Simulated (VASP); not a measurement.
A run of VASP 6.6.1:

Contents of INCAR:

```
PREC     = Accurate       # precision mode
ENCUT    = 520            # plane-wave cutoff, eV
EDIFF    = 1E-7           # SCF threshold, eV
ISMEAR   = 0              # smearing method
SIGMA    = 0.1            # smearing width, eV
LREAL    = False          # projectors in reciprocal space
LASPH    = True           # aspherical terms in the spheres
NELM     = 100            # most SCF steps
ALGO     = Fast           # electronic algorithm
ISIF     = 2              # what is computed and relaxed
LWAVE    = False          # write WAVECAR
LCHARG   = False          # write CHGCAR
GGA      = PE             # functional
NBANDS   = 17             # bands
```

KPOINTS

```
regular mesh
0
Gamma
  12 12 8
```

The input POSCAR:

```
Ca
1.0
    3.8833651322      0.0000000000      0.0000000000
   -1.9416825661      3.3630928567      0.0000000000
    0.0000000000      0.0000000000      6.4594944000
Ca
2
Direct
    0.3333333333      0.6666666667      0.2500000000
    0.6666666667      0.3333333333      0.7500000000
```

Potentials or basis: VASP PAW PBE potentials, release 64 (Ca_sv).

The run is started by

```console
$ cat potpaw_PBE.64/Ca_sv/POTCAR > POTCAR
$ mpirun -np 1 vasp_std > vasp.out
```

Hardware: 1 thread of Intel(R) Xeon(R) Platinum 8488C (Sapphire Rapids) (shared host).

Estimate the wall time of this run.

Wall time 2.9 min on 1 thread of Intel(R) Xeon(R) Platinum 8488C (Sapphire Rapids) (shared host), peak memory 0.27 GiB. Counts: scf iterations 20, k points 95.
